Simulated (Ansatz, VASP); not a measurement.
Two plane-wave programs on C

```
C
1.0
     0.00000    2.00190    1.41534
     2.00190    0.00000    1.41534
     2.00190    2.00190    0.00000
C
2
Direct
  0.50000 0.50000 0.50000
  0.75000 0.75000 0.75000
```

Alike in both runs: task single point; functional PBEsol; k mesh 12 × 12 × 12; occupations gaussian, width 0.05 eV; no spin polarisation.

```csv
,VASP,Ansatz
version,VASP 6.6.1,Ansatz 0.2.0
potentials or method,"VASP PAW PBE potentials, release 64 (C)","scalar-relativistic, plane waves, PAW"
plane-wave cutoff (eV),520,420
valence electrons in the cell,8,8
```

Ansatz gave:

| Item | Value |
| --- | --- |
| gap on the k mesh at the Fermi level (eV) | none |
| pressure (GPa) | -5.0 |
| largest component of the traceless stress (GPa) | 120.49 |

Question: What did VASP give for the same quantities?

Answer: gap on the k mesh at the Fermi level (eV): none; pressure (GPa): -4.1; largest component of the traceless stress (GPa): 120.27.

A gap of «none» marks a metal or a gap that the smearing closes.

Caveats: the PAW data sets were made with another functional, which shifts forces and pressure a little (VASP).
